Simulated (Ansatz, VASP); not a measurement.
# One calculation of W, two programs

File INCAR:

```
SYSTEM = W
ALGO = Normal ; EDIFF = 1E-6
ENCUT = 520 ; GGA = PE
ISIF = 2 ; ISMEAR = -1
LASPH = .True. ; LCHARG = .False.
LREAL = .False. ; LWAVE = .False.
NBANDS = 13 ; NELM = 100
PREC = Accurate ; SIGMA = 0.05
```

Contents of KPOINTS:

```
k-points
0
Gamma
  14 14 14
  0 0 0
```

Contents of POSCAR:

```
W
1.0
   -0.0203000000      2.0198500000      2.0198500000
    2.0198500000     -0.0203000000      2.0198500000
    2.0198500000      2.0198500000     -0.0203000000
W
1
Direct
    0.0000000000      0.0000000000      0.0000000000
```

Input for Ansatz:

```yaml
crystal:
  lattice:
    - [-0.0203, 2.01985, 2.01985]
    - [2.01985, -0.0203, 2.01985]
    - [2.01985, 2.01985, -0.0203]
  atoms:
    - { symbol: W, position: [0.0, 0.0, 0.0] }
kpoints:
  mp_grid: { grid: [14, 14, 14] }
  band_path:
    path:
      - [0.0, 0.0, 0.0]
      - [0.5, 0.5, 0.5]
      - [0.2525443832, 0.5, 0.7474556168]
      - [-0.2525443832, 0.2525443832, 0.5]
      - [0.0, 0.0, 0.5]
      - [0.0, 0.0, 0.0]
      - [-0.3762721916, 0.0, 0.3762721916]
      - [0.0, 0.3762721916, 0.6237278084]
      - [0.0, 0.5, 0.5]
    npoints: 5
scf:
  occupations: { method: fermi_dirac, width: 0.05 }
hamiltonian:
  xc: pbe
  pseudopotentials: { kind: all_electron, lapw: { basis_error: 0.00025 } }
output:
  forces: true
  stress: true
  eigenvalues: true
```

Change from the starting cell: equal xy, yz and zx shear strains of -1 %.

Alike in both runs: task single point; functional PBE; k mesh 14 × 14 × 14; occupations fermi-dirac, width 0.05 eV; no spin polarisation.

```csv
,VASP,Ansatz
version,VASP 6.6.1,Ansatz 0.2.0
potentials or method,"VASP PAW PBE potentials, release 64 (W_sv)","all-electron LAPW, scalar-relativistic"
plane-wave cutoff (eV),520,see its input
```

Ansatz gave:

* pressure (GPa): -4.5
* largest component of the traceless stress (GPa): 1.69

Problem. Estimate VASP's values.

Solution. Pressure (GPa): -4.2; largest component of the traceless stress (GPa): 1.72.

Ansatz ran all-electron here, so the differences hold the error of VASP's frozen core and of both bases.

The runs have no spin-orbit coupling, so splittings on W are missing.
